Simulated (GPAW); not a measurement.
# TePb in GPAW: the effect of functional

TePb:

```
Pb Te
1.0
     0.00000    3.23100    3.23100
     3.23100    0.00000    3.23100
     3.23100    3.23100    0.00000
Pb Te
1 1
Direct
  0.00000 0.00000 0.00000
  0.50000 0.50000 0.50000
```

Alike in all runs:

```yaml
Program: GPAW 26.7.0
Task: dielectric tensor
Cutoff: 400 eV
Basis: pw
k_mesh: 6 × 6 × 6
Occupations: fermi-dirac, width 0.001 eV
Spin: no spin polarisation
```

| functional | potentials or basis | dielectric constant (mean) |
| --- | --- | --- |
| LDA | the program's PAW data sets (release 1.2.1) made for this functional | 30.07 |
| AM05 | PAW data sets generated in the run's folder for this functional | 28.11 |
| PBEsol | PAW data sets generated in the run's folder for this functional | 29.08 |
| PBE | GPAW PAW data sets (gpaw-data 1.2.1) | 27.51 |
| RPBE | the program's PAW data sets (release 1.2.1) made for this functional | ? |
| GLLB-SC | the program's PAW data sets (release 1.2.1) made for this functional | 20.77 |

**Question.** What does the run with functional RPBE give?

**Answer.** Dielectric constant 26.08 mean.

Caveats: the long-wavelength limit can be off by a per cent or two; a model potential gives levels but no total energy (some runs); response on these states lacks terms of the Hamiltonian (some runs).
